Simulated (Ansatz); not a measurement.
# Is this MgS structure stable?

It was relaxed at this level from a Materials Project cell.

Level of theory: DFT PBE, scalar-relativistic, plane waves, PAW (Ansatz). Settings of the last relaxation (2-atom cell): 420 eV, 8×8×8 k points, Gaussian smearing of 0.02 eV, no spin polarisation.

```
Mg S
1.0
     0.00000    2.84861    2.84861
     2.84861    0.00000    2.84861
     2.84861    2.84861    0.00000
Mg S
1 1
Direct
  0.00000 0.00000 0.00000
  0.75000 0.75000 0.75000
```

Energies over the elements count from the elements' standard structures at the same level, with no fitted energy shifts.

Problem. These tests were run: energy against the elements; random kick, then relaxation without symmetry; phonons on a 4×4×4 q mesh; elastic tensor. What do they show?

Solution.

| test | result |
| --- | --- |
| energy against the elements | −1.430 eV/atom |
| random kick, then relaxation without symmetry | returns |
| phonons on a 4×4×4 q mesh | no imaginary mode on the mesh |
| elastic tensor | least eigenvalue 22 GPa |

It fails none of these tests. Competing phases weren't compared here.

The reference form of S is held partly by dispersion forces, which this level lacks. The kick test ran on a coarse mesh. The run for the phonons used an 8×8×8 k mesh. The run for the elastic tensor used an 8×8×8 k mesh. Another cell of MgS relaxed alike, in Fm-3m (a cell as deposited in COD), lies 14 meV/atom lower, so this cell isn't the stable form at this level.
